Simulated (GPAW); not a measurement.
# ZnS (F-43m) in GPAW: further runs

The runs below take ZnS through second-harmonic response, eps q, dielectric tensor, with PBE.

Everything below comes from runs of GPAW 26.7.0. Logs are shortened: lines on timing, memory, paths and dates and some standing lists are left out, and cuts for length are marked. The log counts tension as positive stress, the text compression.

**What was measured.**

From a printed reference work, monograph, for a bulk crystal of ZnS: high-frequency dielectric constant 5.14.

The results are compared with them further down.

**1. Starting point**

It takes space group F-43m (No. 216, cubic). The conventional cell has a = 5.404 Å, b = 5.404 Å, c = 5.404 Å, α = 90.00°, β = 90.00°, γ = 90.00°. Around Zn (site symmetry -43m) lie 4 S at 2.34 Å. Around S (site symmetry -43m) lie 4 Zn at 2.34 Å.

**2. Second-harmonic response, PBE (volume scaled by 0.92)**

run.py

```python
import numpy as np
from ase import Atoms
from ase.dft.bandgap import bandgap
from ase.io import write
from gpaw import GPAW, PW
from gpaw.nlopt.matrixel import make_nlodata
from gpaw.nlopt.shg import get_shg
from gpaw.nlopt.shift import get_shift

atoms = Atoms(['Zn', 'S'],
              cell=[[0.0, 2.6279350084, 2.6279350084],
                    [2.6279350084, 0.0, 2.6279350084],
                    [2.6279350084, 2.6279350084, 0.0]],
              scaled_positions=[[0.75, 0.75, 0.75],
                                [0.0, 0.0, 0.0]],
              pbc=True)

calc = GPAW(mode=PW(500),
            xc='PBE',
            kpts={'size': (7, 7, 7), 'gamma': True},
            occupations={'name': 'fermi-dirac', 'width': 0.05},
            nbands=18,
            convergence={'density': 1e-06},
            maxiter=50,
            txt='gpaw.txt')
atoms.calc = calc
energy = atoms.get_potential_energy()
calc.write('gs.gpw')
write('result.traj', atoms)
print(f'Energy: {energy:.6f} eV')
print('Fermi level:', round(calc.get_fermi_level(), 4), 'eV')
print(f'Gap: {bandgap(calc)[0]:.4f} eV, direct: {bandgap(calc, direct=True)[0]:.4f} eV')

dense = calc.fixed_density(kpts={'size': (17, 17, 17), 'gamma': True},
                           nbands=35, convergence={'bands': 29},
                           symmetry={'point_group': False}, txt='dense.txt')
dense.write('dense.gpw', mode='all')

nlodata = make_nlodata('dense.gpw', nf=29)
freqs = np.linspace(0, 7, 141)
shg, shift = [freqs], [freqs]
for pol in ['xyz']:
    chi = get_shg(nlodata, freqs=freqs, eta=0.2, pol=pol, gauge='vg', out_name=f'shg_{pol}.npy')[1] * 1e12  # pm/V
    sigma = get_shift(nlodata, freqs=freqs, eta=0.2, pol=pol, out_name=f'shift_{pol}.npy')[1] * 1e6  # uA/V^2
    shg += [chi.real, chi.imag]
    shift += [sigma.real]
    print(f'chi(2) {pol} at zero frequency: {chi[0].real:.3f} pm/V')
np.savetxt('shg.dat', np.array(shg).T, fmt='%.3f')
np.savetxt('shift.dat', np.array(shift).T, fmt='%.3f')
```

Potentials or basis: GPAW PAW data sets (gpaw-data 1.2.1), pw.

Started as:

```bash
> OMP_NUM_THREADS=1 python run.py
```

gpaw.txt:

```text
__  _  _
 | _ |_)|_||  |
 |__||  | ||/\| - 26.7.0

Input parameters:
  mode=PW(ecut=500.0),
  convergence={'density': 1e-06},
  kpts=MonkhorstPack(size=(7, 7, 7), gamma=True),
  maxiter=50,
  nbands=18,
  occupations=Occupations(name='fermi-dirac', width=0.05),
  xc=XC(name='PBE')

Diagonalizing LCAO Hamiltonian
Converting LCAO to pw mode

                    Zn

       S

Atoms  # Å, Bohr magnetons
|   | symbol |        x |        y |        z |    initial magnetic moments |
|---|--------|----------|----------|----------|-----------------------------|
| 0 |     Zn | 3.941903 | 3.941903 | 3.941903 | ( 0.0000,  0.0000,  0.0000) |
| 1 |      S | 0.000000 | 0.000000 | 0.000000 | ( 0.0000,  0.0000,  0.0000) |

Unit cell  # Å
| periodic |        x |        y |        z |  lengths |    angles |
|----------|----------|----------|----------|----------|-----------|
|      yes | 0.000000 | 2.627935 | 2.627935 | 3.716461 | 60.000000 |
|      yes | 2.627935 | 0.000000 | 2.627935 | 3.716461 | 60.000000 |
|      yes | 2.627935 | 2.627935 | 0.000000 | 3.716461 | 60.000000 |

Number of symmetries: 24
Symmetry operations  # r_c * U_cc + t_c -> r_c
|    | kind |            matrix            |
|----|------|------------------------------|
|  0 |  E   |  1, 0, 0,  0, 1, 0,  0, 0, 1 |
|  1 |  σ   |  1, 0, 0,  0, 0, 1,  0, 1, 0 |
|  2 |  σ   |  1, 0,-1,  0, 1,-1,  0, 0,-1 |
|  3 |  C3  |  1, 0,-1,  0, 0,-1,  0, 1,-1 |
|  4 |  C3  |  1,-1, 0,  0,-1, 1,  0,-1, 0 |
|  5 |  σ   |  1,-1, 0,  0,-1, 0,  0,-1, 1 |
|  6 |  σ   |  0, 1, 0,  1, 0, 0,  0, 0, 1 |
|  7 |  C3  |  0, 1, 0,  0, 0, 1,  1, 0, 0 |
|  8 |  C2  |  0, 1,-1,  1, 0,-1,  0, 0,-1 |
|  9 |  S4  |  0, 1,-1,  0, 0,-1,  1, 0,-1 |
| 10 |  C3  |  0, 0, 1,  1, 0, 0,  0, 1, 0 |
| 11 |  σ   |  0, 0, 1,  0, 1, 0,  1, 0, 0 |
| 12 |  S4  |  0, 0,-1,  1, 0,-1,  0, 1,-1 |
| 13 |  C3  |  0, 0,-1,  0, 1,-1,  1, 0,-1 |
| 14 |  S4  |  0,-1, 1,  1,-1, 0,  0,-1, 0 |
| 15 |  C2  |  0,-1, 1,  0,-1, 0,  1,-1, 0 |
| 16 |  C3  |  0,-1, 0,  1,-1, 0,  0,-1, 1 |
| 17 |  S4  |  0,-1, 0,  0,-1, 1,  1,-1, 0 |
| 18 |  S4  | -1, 1, 0, -1, 0, 1, -1, 0, 0 |
| 19 |  C3  | -1, 1, 0, -1, 0, 0, -1, 0, 1 |
| 20 |  C3  | -1, 0, 1, -1, 1, 0, -1, 0, 0 |
| 21 |  S4  | -1, 0, 1, -1, 0, 0, -1, 1, 0 |
| 22 |  σ   | -1, 0, 0, -1, 1, 0, -1, 0, 1 |
| 23 |  C2  | -1, 0, 0, -1, 0, 1, -1, 1, 0 |

BZ-sampling:
  Number of BZ points: 343
  Number of IBZ points: 20

  Monkhorst-Pack size: [7, 7, 7]
  Monkhorst-Pack shift: [0, 0, 0]

K-points  # in reciprocal-cell coordinates
|     |                                coordinates |     weight |
|-----|--------------------------------------------|------------|
|   0 | (  0.00000000,   0.00000000,   0.00000000) | 0.00291545 |
|   1 | (  0.14285714,   0.14285714,   0.00000000) | 0.01749271 |
|   2 | (  0.14285714,   0.14285714,   0.14285714) | 0.02332362 |
|   3 | (  0.28571429,   0.14285714,   0.14285714) | 0.03498542 |
|   4 | (  0.28571429,   0.28571429,   0.00000000) | 0.01749271 |
|   5 | (  0.28571429,   0.28571429,   0.14285714) | 0.06997085 |
|   6 | (  0.28571429,   0.28571429,   0.28571429) | 0.02332362 |
|   7 | (  0.42857143,  -0.28571429,  -0.28571429) | 0.03498542 |
|   8 | (  0.42857143,   0.28571429,  -0.42857143) | 0.13994169 |
|   9 | (  0.42857143,   0.28571429,  -0.28571429) | 0.06997085 |
| ... |                                            |            |
|  19 | (  0.42857143,   0.42857143,   0.42857143) | 0.02332362 |

Plane wave coefficients: 941
Cutoff: 500.0 eV

Spin-components: 1 (collinear spins)
Bands:           18
Projectors:      11
Spin-degeneracy: 2
Datatype:        complex128

Density:
  Valence electrons: 18.0
  Components: 1
  Grid points: [20 20 20]
  Charge: 0.0  # |e|

Potential:
  Grid points: [20 20 20]

species:
  Zn:
    name:    Zinc
    Z:       30.0
    valence: 12
    core:    18
    charge:  0.0  # [|e|]
    compensation charges:
      type: gauss
      rc: 0.37  # [Å]
      lmax: 2
    cutoffs:
      filter: 2.14  # [Å]
      core: 2.28  # [Å]
    projectors
    | kind |    occ | energy [eV] | rcut [Å] |
    |------|--------|-------------|----------|
    |   4s |  2.000 |      -5.977 |    1.286 |
    |   4p |  0.000 |      -1.117 |    1.270 |
    |   3d | 10.000 |     -10.142 |    1.180 |
    |    s |        |      21.234 |    1.286 |
    |    p |        |      26.095 |    1.270 |
    |    d |        |      17.070 |    1.180 |

    Using partial waves for Zn as LCAO basis

  S:
    name:    Sulfur
    Z:       16.0
    valence: 6
    core:    10
    charge:  0.0  # [|e|]
    compensation charges:
      type: gauss
      rc: 0.24  # [Å]
      lmax: 2
    cutoffs:
      filter: 1.77  # [Å]
      core: 1.66  # [Å]
    projectors
    | kind |    occ | energy [eV] | rcut [Å] |
    |------|--------|-------------|----------|
    |   3s |  2.000 |     -17.254 |    0.974 |
    |   3p |  4.000 |      -7.008 |    0.979 |
    |    s |        |       9.957 |    0.974 |
    |    p |        |      20.203 |    0.979 |
    |    d |        |       0.000 |    0.900 |

    Using partial waves for S as LCAO basis

Reference energy: -59718.946550  # eV

eigensolver:
  PPCG
  Converge bands: occupied
  niter=2

density mixing:
  MSR1-Mixer
  Pratt-step length: 0.05
  Maximum mixing coefficient: 0.75
  Old densities: 10
  SVD Regularization: 0.005
  Good broyden scale: 1.0
  Trust region scale: 1.0
  Backstep threshold: 4.0
  History deletion threshold: 6.0
  Fourier metric: weight=20.0, sigma=0.015

occupation numbers:
  Fermi-Dirac:
    width: 0.0500  # eV

poisson solver:
  ecut: 4000.0  # eV

xc functional:
  name: PBE with 2 nearest neighbor stencil

convergence criteria:
- Maximum integral of absolute [dens]ity change: 1e-06 electrons / valence electron
- Maximum [total energy] change in last 3 cyles: 0.0005 eV / valence electron
- Maximum integral of absolute [eigenst]ate change: 4e-08 eV^2 / valence electron
maximum number of iterations: 50

SCF iterations
|iter     | |      energy | eigst |  dens |
|---------|-|-------------|-------|-------|
|iter:   1| |   -7.183426 | -0.10 |       |
|iter:   2| |   -7.096075 | -1.81 | -1.19 |
|iter:   3| |   -6.808151 | -1.54 | -1.23 |
|iter:   4| |   -6.809563 | -2.72 | -1.78 |
|iter:   5| |   -6.811383c| -3.78 | -2.22 |
|iter:   6| |   -6.811395c| -4.60 | -3.09 |
|iter:   7| |   -6.811418c| -5.63 | -3.57 |
|iter:   8| |   -6.811426c| -6.00 | -3.88 |
|iter:   9| |   -6.811426c| -8.45c| -5.07 |
|iter:  10| |   -6.811426c| -7.57c| -5.45 |
|iter:  11| |   -6.811426c| -9.20c| -6.57c|

Converged in 11 steps
Energy contributions relative to reference atoms: (reference = -59718.946550)

Energy contributions:
  Kinetic:          15.813241
  Coulomb:         -12.917027
  Zero:              0.012037
  External:          0.000000
  Xc:               -9.719677
  Entropy:          -0.000000
  Spinorbit:         0.000000
  ----------------------------
  Free energy:      -6.811426
  Extrapolated:     -6.811426

dipole moment: (-14.060580, -14.060580, -14.060580)  # |e|*Ang

Fermi level: 5.643
Eigenvalues  # (at kpt = [0.000, 0.000, 0.000])
| band index |      eig [eV] | occ [0-2] |
|------------|---------------|-----------|
|          0 |        -9.042 |     2.000 |
|          1 |        -1.973 |     2.000 |
|          2 |        -1.973 |     2.000 |
|          3 |        -1.973 |     2.000 |
|          4 |        -1.377 |     2.000 |
|          5 |        -1.377 |     2.000 |
[... 10 lines left out ...]
|         16 |        19.524 |     0.000 |
|         17 |        19.524 |     0.000 |

Gap: 2.474 eV
Transition (v -> c):
  (s=0, k=0, n=8, [0.00, 0.00, 0.00]) -> (s=0, k=0, n=9, [0.00, 0.00, 0.00])
No difference between direct/indirect transitions
# Writing to gs.gpw (mode='')
```

It took 33 min on 1 thread of Arm Neoverse V1, shared host; peak memory 2.4 GiB.

Results:

| Item | Value |
| --- | --- |
| Free energy | -6.8114 eV |
| Band gap on the k mesh | 2.47 eV, direct |

Caveat: independent particles: no local fields, no excitons, no shift of the gap; the long-wavelength limit can be off by several per cent where d states take part; an odd mesh through Γ misses points on the zone boundary, where band edges often lie.

**3. Eps q, PBE**

run.py

```python
import numpy as np
from ase.dft.bandgap import bandgap
from ase.io import write
from ase.spacegroup import crystal
from gpaw import GPAW, PW
from gpaw.response.df import DielectricFunction

# Zn 4c
# S 4a
atoms = crystal(['Zn', 'S'],
                basis=[[0.25, 0.25, 0.25],
                       [0.0, 0.0, 0.0]],
                spacegroup=216, setting=1,  # F-43m
                cellpar=[5.404, 5.404, 5.404, 90.0, 90.0, 90.0],
                primitive_cell=True)

calc = GPAW(mode=PW(400),
            xc='PBE',
            kpts={'size': (7, 7, 7), 'gamma': True},
            occupations={'name': 'fermi-dirac', 'width': 0.05},
            nbands=18,
            convergence={'density': 1e-06},
            maxiter=80,
            txt='gpaw.txt')
atoms.calc = calc
energy = atoms.get_potential_energy()
calc.write('gs.gpw')
write('result.traj', atoms)
print(f'Energy: {energy:.6f} eV')
print('Fermi level:', round(calc.get_fermi_level(), 4), 'eV')
print(f'Gap: {bandgap(calc)[0]:.4f} eV, direct: {bandgap(calc, direct=True)[0]:.4f} eV')

dense = calc.fixed_density(kpts={'size': (13, 13, 13), 'gamma': True},
                           nbands=35, convergence={'bands': 29},
                           update_fermi_level=True, txt='dense.txt')
dense.write('dense.gpw', mode='all')

df = DielectricFunction('dense.gpw', frequencies=np.array([0.0]), hilbert=False, eta=0.001,
                        ecut=50, nbands=29, txt='df.txt')
for q_c in [[0.0769230769, 0.0, 0.0], [0.1538461538, 0.0, 0.0], [0.2307692308, 0.0, 0.0], [0.3076923077, 0.0, 0.0], [0.4615384615, 0.0, 0.0], [0.6923076923, 0.0, 0.0], [0.9230769231, 0.0, 0.0], [0.0769230769, 0.0769230769, 0.0769230769], [0.1538461538, 0.1538461538, 0.1538461538], [0.2307692308, 0.2307692308, 0.2307692308], [0.3076923077, 0.3076923077, 0.3076923077], [0.4615384615, 0.4615384615, 0.4615384615], [0.6923076923, 0.6923076923, 0.6923076923], [0.9230769231, 0.9230769231, 0.9230769231]]:
    e0, e = df.get_dielectric_function(xc='RPA', q_c=q_c, filename=None)
    q = np.linalg.norm(2 * np.pi * np.array(q_c) @ atoms.cell.reciprocal())
    print(q_c, f'|q| = {q:.4f} 1/A: eps {e0[0].real:.4f} without, {e[0].real:.4f} with local fields')
```

Potentials or basis: GPAW PAW data sets (gpaw-data 1.2.1), pw.

Started as:

```bash
> OMP_NUM_THREADS=1 python run.py
```

gpaw.txt:

```text
__  _  _
 | _ |_)|_||  |
 |__||  | ||/\| - 26.7.0

Input parameters:
  mode=PW(ecut=400.0),
  convergence={'density': 1e-06},
  kpts=MonkhorstPack(size=(7, 7, 7), gamma=True),
  maxiter=80,
  nbands=18,
  occupations=Occupations(name='fermi-dirac', width=0.05),
  xc=XC(name='PBE')

Diagonalizing LCAO Hamiltonian
Converting LCAO to pw mode

           Zn

       S

Atoms  # Å, Bohr magnetons
|   | symbol |        x |        y |        z |    initial magnetic moments |
|---|--------|----------|----------|----------|-----------------------------|
| 0 |     Zn | 1.351000 | 1.351000 | 1.351000 | ( 0.0000,  0.0000,  0.0000) |
| 1 |      S | 0.000000 | 0.000000 | 0.000000 | ( 0.0000,  0.0000,  0.0000) |

Unit cell  # Å
| periodic |        x |        y |        z |  lengths |    angles |
|----------|----------|----------|----------|----------|-----------|
[... 161 lines left out ...]
|---------|-|-------------|-------|-------|
|iter:   1| |   -7.242376 | -0.19 |       |
|iter:   2| |   -7.155705 | -1.88 | -1.18 |
|iter:   3| |   -6.869932 | -1.54 | -1.23 |
|iter:   4| |   -6.869583 | -2.79 | -1.79 |
|iter:   5| |   -6.870836c| -3.92 | -2.23 |
|iter:   6| |   -6.870772c| -4.44 | -2.99 |
|iter:   7| |   -6.870792c| -5.40 | -3.51 |
|iter:   8| |   -6.870797c| -6.03 | -3.87 |
|iter:   9| |   -6.870797c| -8.45c| -4.92 |
|iter:  10| |   -6.870797c| -7.77c| -5.39 |
|iter:  11| |   -6.870797c| -9.20c| -6.27c|

Converged in 11 steps
Energy contributions relative to reference atoms: (reference = -59718.946550)

Energy contributions:
  Kinetic:          11.549233
  Coulomb:          -9.753709
  Zero:              0.011819
  External:          0.000000
  Xc:               -8.678140
  Entropy:          -0.000000
  Spinorbit:         0.000000
  ----------------------------
  Free energy:      -6.870797
  Extrapolated:     -6.870797

dipole moment: (-20.040292, -20.040292, -20.040292)  # |e|*Ang

Fermi level: 4.695
Eigenvalues  # (at kpt = [0.000, 0.000, 0.000])
| band index |      eig [eV] | occ [0-2] |
|------------|---------------|-----------|
|          0 |        -9.383 |     2.000 |
|          1 |        -2.555 |     2.000 |
|          2 |        -2.555 |     2.000 |
|          3 |        -2.555 |     2.000 |
|          4 |        -2.060 |     2.000 |
|          5 |        -2.060 |     2.000 |
[... 10 lines left out ...]
|         16 |        18.296 |     0.000 |
|         17 |        18.296 |     0.000 |

Gap: 2.104 eV
Transition (v -> c):
  (s=0, k=0, n=8, [0.00, 0.00, 0.00]) -> (s=0, k=0, n=9, [0.00, 0.00, 0.00])
No difference between direct/indirect transitions
# Writing to gs.gpw (mode='')
```

stdout:

```text
Energy: -6.870797 eV
Fermi level: 4.6947 eV
Gap: 2.1040 eV, direct: 2.1040 eV
[0.0769230769, 0.0, 0.0] |q| = 0.1549 1/A: eps 5.9792 without, 5.3515 with local fields
[0.1538461538, 0.0, 0.0] |q| = 0.3098 1/A: eps 5.3657 without, 4.7433 with local fields
[0.2307692308, 0.0, 0.0] |q| = 0.4647 1/A: eps 4.6522 without, 4.0670 with local fields
[0.3076923077, 0.0, 0.0] |q| = 0.6196 1/A: eps 3.9951 without, 3.4610 with local fields
[0.4615384615, 0.0, 0.0] |q| = 0.9295 1/A: eps 3.0145 without, 2.5984 with local fields
[0.6923076923, 0.0, 0.0] |q| = 1.3942 1/A: eps 2.1898 without, 1.9131 with local fields
[0.9230769231, 0.0, 0.0] |q| = 1.8589 1/A: eps 1.7420 without, 1.5732 with local fields
[0.0769230769, 0.0769230769, 0.0769230769] |q| = 0.1549 1/A: eps 5.9792 without, 5.3515 with local fields
[0.1538461538, 0.1538461538, 0.1538461538] |q| = 0.3098 1/A: eps 5.3657 without, 4.7433 with local fields
[0.2307692308, 0.2307692308, 0.2307692308] |q| = 0.4647 1/A: eps 4.6522 without, 4.0670 with local fields
[0.3076923077, 0.3076923077, 0.3076923077] |q| = 0.6196 1/A: eps 3.9951 without, 3.4610 with local fields
[0.4615384615, 0.4615384615, 0.4615384615] |q| = 0.9295 1/A: eps 3.0145 without, 2.5984 with local fields
[0.6923076923, 0.6923076923, 0.6923076923] |q| = 1.3942 1/A: eps 2.1898 without, 1.9131 with local fields
[0.9230769231, 0.9230769231, 0.9230769231] |q| = 1.8589 1/A: eps 1.7420 without, 1.5732 with local fields
```

df.txt:

```text
FrequencyGridDescriptor(from 0.000 to 0.000 eV, 1 points)
FrequencyGridDescriptor(from 0.000 to 0.000 eV, 1 points)

Calculating chi0 body with:
    Ground state adapter containing:
    Number of spins: 1
    Number of kpoints: 2197
    Number of irreducible kpoints: 84
    Number of completely occupied states: 9
    Number of partially occupied states: 9

    Linear response parametrization:
    q_c: [0.0769230769, 0.0, 0.0]
    Number of frequency points: 1
    Planewave cutoff: 50.0
    Number of bands: 29
    Number of planewaves: 27
    Broadening (eta): 0.001

Integrating chi0 body.
[... 18 lines left out ...]
    Linear response parametrization:
    q_c: [0.1538461538, 0.0, 0.0]
    Number of frequency points: 1
    Planewave cutoff: 50.0
    Number of bands: 29
    Number of planewaves: 30
    Broadening (eta): 0.001

Integrating chi0 body.

Symmetries of q_c:
    Direct symmetries (Uq -> q): 6
    Indirect symmetries (TUq -> q): 0
In total 6 allowed symmetries.

Integral kind: response function

Finished calculating chi0

[... 11 further blocks of this kind ...]
Calculating chi0 body with:
    Ground state adapter containing:
    Number of spins: 1
    Number of kpoints: 2197
    Number of irreducible kpoints: 84
    Number of completely occupied states: 9
    Number of partially occupied states: 9

    Linear response parametrization:
    q_c: [0.9230769231, 0.9230769231, 0.9230769231]
    Number of frequency points: 1
    Planewave cutoff: 50.0
    Number of bands: 29
    Number of planewaves: 27
    Broadening (eta): 0.001

Integrating chi0 body.

Symmetries of q_c:
    Direct symmetries (Uq -> q): 6
    Indirect symmetries (TUq -> q): 0
In total 6 allowed symmetries.

Integral kind: response function

Finished calculating chi0
```

Run time: 3.8 min. Hardware: 1 thread of Arm Neoverse V1, shared host; peak memory 0.29 GiB.

What came out:

```yaml
Free_energy: -6.8708 eV
Band_gap_on_the_k_mesh: 2.10 eV, direct
```

Caveat: an odd mesh through Γ misses points on the zone boundary, where band edges often lie.

[end of part 1 of 2]
